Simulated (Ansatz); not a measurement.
# Grüneisen parameters and expansion of AlP (F-43m), part 3 of 4

Which modes of AlP drive its thermal expansion?

Measurements to reproduce:
- heat capacity C_P per formula unit 42 J/mol/K and bulk modulus 86 GPa near room temperature (given in “High-Throughput Prediction of Finite-Temperature Properties using the Quasi-Harmonic Approximation”, 2016, arXiv:1603.06924)

Ansatz 0.2.0; DFT PBE, scalar-relativistic, plane waves, PAW.

So far. Step 7 (Phonons, V/V0 1.015): No mode is imaginary beyond numerical noise at the solved wavevectors. The highest zone-centre mode (no LO–TO term) moved by -1.8 % for a volume change of +1.5 %. Step 8 (Single point at a scaled cell, V/V0 0.985): The run ends at a pressure of 1.29 GPa.

The database entry behind the starting cell differs from later determinations by our own check (0.1 to 0.3 % short, probably kX units), so it need not match the best structure at ambient conditions.

**9. Lattice dynamics at this volume, V/V0 0.985**

The same q-mesh and k-mesh are kept at every volume, so that much of their error can cancel in the differences.

Contents of input.yaml:

```yaml
crystal:
  lattice:
    - [0.0, 2.740046657, 2.740046657]
    - [2.740046657, 0.0, 2.740046657]
    - [2.740046657, 2.740046657, 0.0]
  atoms:
    - { symbol: Al, position: [0.0, 0.0, 0.0] }
    - { symbol: P, position: [0.25, 0.25, 0.25] }
kpoints:
  mp_grid: { grid: [8, 8, 8] }
hamiltonian:
  xc: pbe
scf:
  occupations: { method: fixed }
output:
  eigenvalues: true
phonons:
  method: dfpt
  dielectric: true
  rigid_motions: translations
  qmesh: [4, 4, 4]
  temperatures: { t_max: 1000, t_step: 50 }
  qpath:
    path:
      - [[0.0, 0.0, 0.0], [-0.5, -0.5, 0.0], [-0.375, -0.375, 0.25]]
      - [[-0.375, 0.0, 0.375], [0.0, 0.0, 0.0], [0.0, 0.0, 0.5], [-0.5, -0.25, 0.25], [-0.5, -0.5, 0.0]]
    npoints: 10
```

The run is started by

```bash
$ ansatz run input.yaml --threads 2 --pin off --max-ram 5120MiB --backend cpu --events-out ev --progress --plain --runs-dir out
```

Numbers of over 12 decimals in the logs are rounded to 6 here.

The program printed:

```text
[...]
Crystal: 2 atoms, lattice volume = 41.144 Å³
Basis set: ecut = 420 eV, 821 PW (Γ), exchange–correlation on 54×54×54 points (8 copies of the dense FFT grid, shifted against one another)
Bands: 8, of which v1, the nominal top of the filled ones, is band 4 counted from 1 (3 counted from 0)
Symmetry: 24 space group operations
k-points: 95 of 512 (irreducible under 4 space group operations, time reversal used)
[...]
optical modes at Γ + LO–TO along q̂ = [0.0000, 1.0000, 0.0000]:
      ω (cm⁻¹)  modes    IR ((D/Å)²/amu)
        434.43      2            16.0047
        489.88      1             8.0023
  optical modes at Γ + LO–TO along q̂ = [0.0000, 0.0000, 1.0000]:
      ω (cm⁻¹)  modes    IR ((D/Å)²/amu)
        434.43      2            16.0047
        489.88      1             8.0023
--- Phonons (arbitrary-q DFPT): 8 irreducible q on the 4×4×4 mesh ---
[...]
interpolated dispersion: 63 rows × 6 modes
[...]
[key lines of the parts left out:]
SCF converged after 7 iterations
Free energy (F): -1294.440811 eV
Fermi energy:    4.939276 eV
```

The job ended after 1.9 min (2 threads of Intel Xeon Platinum 8375C at 2.90GHz (Ice Lake), shared host; peak memory 0.75 GiB).

LO-TO term included. Phonon branches along the path, in cm⁻¹:

```csv
point,branch 1,branch 2,branch 3,branch 4,branch 5,branch 6
Γ,0,0,0,434,434,490
halfway,118,118,216,415,415,467
X,142,142,352,407,407,409
halfway,142,161,343,393,407,418
U,143,189,327,370,408,427
jump to K,143,189,327,370,408,427
halfway,100,148,220,421,421,447
Γ,0,0,0,434,434,490
halfway,85,85,211,425,425,461
L,105,105,336,398,421,421
halfway,138,172,311,379,414,428
W,174,194,322,355,410,425
halfway,157,166,337,381,412,417
X,142,142,352,407,407,409
```

The phonon branches as a text plot (rows in cm⁻¹):

```
    480 |******                   **********
    459 |      **                *          *
    439 |***     ***       ****** *********  **
    418 |   *****   ****************       **********************
    398 |        **********  **                 *****         ***
    378 |               *** *                        ***     *
    357 |            **    *                            *****  **
    337 |           *  ****                      ***        ***
    316 |         **       *                    *   ********
    296 |        *          *                  *
    276 |                    **               *
    255 |       *              *
    235 |                                    *
    214 |      *                *           *
    194 |                ****    *                      ****
    174 |    **         *    ***           *          ** *****
    153 |             **        * **                 * **    ***
    133 |   *   ***************  *        *        ****         *
    112 |      *               *    *          ******
     92 |  * **                 ****     *  ***
     71 |   *                     ***      *
     51 | **                        **  * *
     31 | *                          *   *
     10 |*                            ***
         Γ           X  U|K            Γ         L        W     X
```

No mode is imaginary beyond numerical noise at the solved wavevectors. The highest zone-centre mode (no LO–TO term) moved by +1.8 % for a volume change of -1.5 %.

**10. Single point at a scaled cell, V/V0 1.03**

Symmetry fixes every atom, so a single point at the scaled cell gives the energy and pressure of this member.

The cell differs from the one that the last finished run ended in (a 3.875 → 3.933 Å, b 3.875 → 3.933 Å, c 3.875 → 3.933 Å).

input.yaml, the sections that differ from step 9:

```yaml
crystal:
  lattice:
    - [0.0, 2.7811534778, 2.7811534778]
    - [2.7811534778, 0.0, 2.7811534778]
    - [2.7811534778, 2.7811534778, 0.0]
  atoms:
    - { symbol: Al, position: [0.0, 0.0, 0.0] }
    - { symbol: P, position: [0.25, 0.25, 0.25] }
output:
  forces: true
  stress: true
  eigenvalues: true
# kpoints, hamiltonian, scf: as in step 9
# phonons: removed
```

The program printed:

```text
[...]
Crystal: 2 atoms, lattice volume = 43.023 Å³
Basis set: ecut = 420 eV, 869 PW (Γ), exchange–correlation on 54×54×54 points (8 copies of the dense FFT grid, shifted against one another)
Bands: 8, of which v1, the nominal top of the filled ones, is band 4 counted from 1 (3 counted from 0)
Symmetry: 24 space group operations
[...]
k-points: 29 of 512 (time reversal used)
[...]
Free energy (F): -1294.434081 eV
[...]
Internal energy: -1294.434081 eV  (E = F + TS)
E sigma→0 (E₀):  -1294.434081 eV
Fermi energy:    4.522415 eV
[...]
--- Stress (GPa, compression-positive) ---
       -2.297602       0.000000      -0.000000
       -0.000000      -2.297602       0.000000
       -0.000000       0.000000      -2.297602
  P = ⅓ Tr σ = -2.2976 GPa (-22.976 kbar)
--- Band table (eV; the first three rows and the last of 29) ---
[...]
[key lines of the parts left out:]
SCF converged after 6 iterations
```

It took 1.1 s on 2 threads; peak memory 0.33 GiB.

The run ends at a pressure of -2.30 GPa.

**11. Phonons, V/V0 1.03**

Phonons at this volume give one point of F(V, T); meshes stay fixed along the series.

input.yaml, the sections that differ from step 10:

```yaml
output:
  eigenvalues: true
phonons:
  method: dfpt
  dielectric: true
  rigid_motions: translations
  qmesh: [4, 4, 4]
  temperatures: { t_max: 1000, t_step: 50 }
  qpath:
    path:
      - [[0.0, 0.0, 0.0], [-0.5, -0.5, 0.0], [-0.375, -0.375, 0.25]]
      - [[-0.375, 0.0, 0.375], [0.0, 0.0, 0.0], [0.0, 0.0, 0.5], [-0.5, -0.25, 0.25], [-0.5, -0.5, 0.0]]
    npoints: 10
# crystal, kpoints, hamiltonian, scf: as in step 10
```

The program printed:

```text
[...]
Crystal: 2 atoms, lattice volume = 43.023 Å³
Basis set: ecut = 420 eV, 869 PW (Γ), exchange–correlation on 54×54×54 points (8 copies of the dense FFT grid, shifted against one another)
Bands: 8, of which v1, the nominal top of the filled ones, is band 4 counted from 1 (3 counted from 0)
Symmetry: 24 space group operations
k-points: 95 of 512 (irreducible under 4 space group operations, time reversal used)
[...]
optical modes at Γ + LO–TO along q̂ = [0.0000, 1.0000, 0.0000]:
      ω (cm⁻¹)  modes    IR ((D/Å)²/amu)
        411.59      2            16.4048
        468.06      1             8.2024
  optical modes at Γ + LO–TO along q̂ = [0.0000, 0.0000, 1.0000]:
      ω (cm⁻¹)  modes    IR ((D/Å)²/amu)
        411.59      2            16.4048
        468.06      1             8.2024
--- Phonons (arbitrary-q DFPT): 8 irreducible q on the 4×4×4 mesh ---
[...]
interpolated dispersion: 63 rows × 6 modes
[...]
[key lines of the parts left out:]
SCF converged after 7 iterations
Free energy (F): -1294.434081 eV
Fermi energy:    4.522405 eV
```

Elapsed: 1.9 min, on 2 threads; peak memory 0.75 GiB; 3.2 min of CPU time.

LO-TO term included. Phonon branches along the path, in cm⁻¹:

```csv
point,branch 1,branch 2,branch 3,branch 4,branch 5,branch 6
Γ,0,0,0,412,412,468
halfway,121,121,206,389,389,447
X,150,150,335,377,377,392
halfway,151,167,326,373,378,391
U,150,193,311,351,379,400
jump to K,150,193,311,351,379,400
halfway,103,148,211,396,396,426
Γ,0,0,0,412,412,468
halfway,88,88,202,400,400,439
L,112,112,328,373,395,395
halfway,142,174,300,356,387,402
W,177,198,305,338,380,396
halfway,163,172,319,363,384,388
X,150,150,335,377,377,392
```

The phonon branches as a text plot (rows in cm⁻¹):

```
    458 |******                   **********
    439 |      **                *          *
    419 |**      ***         ****    ****    **
    400 |  ****     *********  ******    *********************  *
    380 |      *****************                ***  ************
    361 |               **  ***                    *****     **
    341 |            **   **                            *****  **
    322 |           *  ***                      *****        **
    302 |         **      **                   *     ********
    283 |                   *
    263 |        *           **               *
    244 |       *              *             *
    224 |
    205 |      *           *    *           *            ***
    185 |               *** ***  *                     *******
    166 |    **        *       *           *         ** *   ***
    146 |        ************   * **                * **       **
    127 |   *  **            *** *        *        ***
    107 |    **                 *   *        *******
     88 |  **                    ***     *  *
     68 |                         ***      *
     49 | **                        **  ***
     29 | *                          *  *
     10 |*                            **
         Γ           X  U|K            Γ         L        W     X
```

No mode is imaginary beyond numerical noise at the solved wavevectors. The highest zone-centre mode (no LO–TO term) moved by -3.5 % for a volume change of +3.0 %.

**12. A cell at another volume, V/V0 0.97**

Symmetry fixes every atom, so a single point at the scaled cell gives the energy and pressure of this member.

input.yaml, the sections that differ from step 11:

```yaml
crystal:
  lattice:
    - [0.0, 2.7260665839, 2.7260665839]
    - [2.7260665839, 0.0, 2.7260665839]
    - [2.7260665839, 2.7260665839, 0.0]
  atoms:
    - { symbol: Al, position: [0.0, 0.0, 0.0] }
    - { symbol: P, position: [0.25, 0.25, 0.25] }
output:
  forces: true
  stress: true
  eigenvalues: true
# kpoints, hamiltonian, scf: as in step 11
# phonons: removed
```

The program printed:

```text
[...]
Crystal: 2 atoms, lattice volume = 40.517 Å³
Basis set: ecut = 420 eV, 821 PW (Γ), exchange–correlation on 54×54×54 points (8 copies of the dense FFT grid, shifted against one another)
Bands: 8, of which v1, the nominal top of the filled ones, is band 4 counted from 1 (3 counted from 0)
Symmetry: 24 space group operations
[...]
k-points: 29 of 512 (time reversal used)
[...]
Free energy (F): -1294.433072 eV
[...]
Internal energy: -1294.433072 eV  (E = F + TS)
E sigma→0 (E₀):  -1294.433072 eV
Fermi energy:    5.086533 eV
[...]
--- Stress (GPa, compression-positive) ---
        2.683902      -0.000000      -0.000000
        0.000000       2.683902       0.000000
       -0.000000       0.000000       2.683902
  P = ⅓ Tr σ = 2.6839 GPa (26.839 kbar)
--- Band table (eV; the first three rows and the last of 29) ---
[...]
[key lines of the parts left out:]
SCF converged after 6 iterations
```

It took 1.4 s on 2 threads; peak memory 0.33 GiB; 1.8 s of CPU time.

The run ends at a pressure of 2.68 GPa.

**13. Phonons, V/V0 0.97**

Phonons at this volume give one point of F(V, T); meshes stay fixed along the series.

input.yaml, the sections that differ from step 12:

```yaml
output:
  eigenvalues: true
phonons:
  method: dfpt
  dielectric: true
  rigid_motions: translations
  qmesh: [4, 4, 4]
  temperatures: { t_max: 1000, t_step: 50 }
  qpath:
    path:
      - [[0.0, 0.0, 0.0], [-0.5, -0.5, 0.0], [-0.375, -0.375, 0.25]]
      - [[-0.375, 0.0, 0.375], [0.0, 0.0, 0.0], [0.0, 0.0, 0.5], [-0.5, -0.25, 0.25], [-0.5, -0.5, 0.0]]
    npoints: 10
# crystal, kpoints, hamiltonian, scf: as in step 12
```

The program printed:

```text
[...]
Crystal: 2 atoms, lattice volume = 40.517 Å³
Basis set: ecut = 420 eV, 821 PW (Γ), exchange–correlation on 54×54×54 points (8 copies of the dense FFT grid, shifted against one another)
Bands: 8, of which v1, the nominal top of the filled ones, is band 4 counted from 1 (3 counted from 0)
Symmetry: 24 space group operations
k-points: 95 of 512 (irreducible under 4 space group operations, time reversal used)
[...]
optical modes at Γ + LO–TO along q̂ = [0.0000, 1.0000, 0.0000]:
      ω (cm⁻¹)  modes    IR ((D/Å)²/amu)
        442.51      2            15.8722
        497.55      1             7.9361
  optical modes at Γ + LO–TO along q̂ = [0.0000, 0.0000, 1.0000]:
      ω (cm⁻¹)  modes    IR ((D/Å)²/amu)
        442.51      2            15.8722
        497.55      1             7.9361
--- Phonons (arbitrary-q DFPT): 8 irreducible q on the 4×4×4 mesh ---
[...]
interpolated dispersion: 63 rows × 6 modes
[...]
[key lines of the parts left out:]
SCF converged after 7 iterations
Free energy (F): -1294.433072 eV
Fermi energy:    5.086551 eV
```

Run time: 1.7 min. Hardware: 2 threads; peak memory 0.75 GiB; 2.8 min of CPU time.

No mode is imaginary beyond numerical noise at the solved wavevectors. The highest zone-centre mode (no LO–TO term) moved by +3.7 % for a volume change of -3.0 %.

**14. A cell at another volume, V/V0 1.05**

Symmetry fixes every atom, so a single point at the scaled cell gives the energy and pressure of this member.

The cell differs from the one that the last finished run ended in (a 3.855 → 3.958 Å, b 3.855 → 3.958 Å, c 3.855 → 3.958 Å).

input.yaml, the sections that differ from step 13:

```yaml
crystal:
  lattice:
    - [0.0, 2.7990392007, 2.7990392007]
    - [2.7990392007, 0.0, 2.7990392007]
    - [2.7990392007, 2.7990392007, 0.0]
  atoms:
    - { symbol: Al, position: [0.0, 0.0, 0.0] }
    - { symbol: P, position: [0.25, 0.25, 0.25] }
output:
  forces: true
  stress: true
  eigenvalues: true
  write_density: true
  write_potential: true
  elf: true
  volumetric_format: npy
# kpoints, hamiltonian, scf: as in step 13
# phonons: removed
```

The program printed:

```text
[...]
Crystal: 2 atoms, lattice volume = 43.859 Å³
Basis set: ecut = 420 eV, 869 PW (Γ), exchange–correlation on 54×54×54 points (8 copies of the dense FFT grid, shifted against one another)
Bands: 8, of which v1, the nominal top of the filled ones, is band 4 counted from 1 (3 counted from 0)
Symmetry: 24 space group operations
[...]
k-points: 29 of 512 (time reversal used)
[...]
Free energy (F): -1294.418530 eV
[...]
Internal energy: -1294.418530 eV  (E = F + TS)
E sigma→0 (E₀):  -1294.418530 eV
Fermi energy:    4.348362 eV
[...]
--- Stress (GPa, compression-positive) ---
       -3.641850       0.000000       0.000000
        0.000000      -3.641850       0.000000
       -0.000000       0.000000      -3.641850
  P = ⅓ Tr σ = -3.6419 GPa (-36.419 kbar)
--- Band table (eV; the first three rows and the last of 29) ---
[...]
[key lines of the parts left out:]
SCF converged after 6 iterations
```

The job ended after 1.6 s (2 threads; peak memory 0.35 GiB).

The run ends at a pressure of -3.64 GPa.

(Part 3 of 4 ends here.)

[Logs are printed without paths, hosts, clocks, repeated set-up lines and the standing remarks that a program may print on its own settings, such as how far it seeks lower states.]

[Hosts, paths, dates, database ids (printed as entryN), source tags and the programs' standing remarks are cut or masked in the printed files.]

[A step with changed settings may run another functional than the one named; its input shows which.]

[Of the runs on displaced cells, only some may be shown.]
